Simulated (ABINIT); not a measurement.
The system is BP.

```
CELL_PARAMETERS angstrom
0.00000 2.26900 2.26900
2.26900 0.00000 2.26900
2.26900 2.26900 0.00000
ATOMIC_POSITIONS crystal
P 0.75000 0.75000 0.75000
B 0.00000 0.00000 0.00000
```

Base run:

```yaml
Program: ABINIT 10.8.3 (patched build)
Functional: HSE06
Potentials_or_basis: SG15 NC PBE v1.2
Cutoff: 599 eV
k_mesh: 6 × 6 × 6
Occupations: fixed
Spin: no spin polarisation
```

Its results: band gap on the k mesh 2.16 eV, indirect (least direct gap 4.36 eV); pressure -1.7 GPa.

Q: The run is repeated on the same cell with these changes: functional from HSE06 to PBE. What comes out?

A: Band gap on the k mesh 1.37 eV, indirect (least direct gap 3.42 eV); pressure 0.2 GPa.

HSE06 gives the wider gap, since exact exchange removes part of the self-interaction.

Caveats: Libxc's HSE differs a little from that of other programs (some runs); the potentials were made for another functional, which shifts forces and pressure (some runs).

A k mesh can miss the band edges.
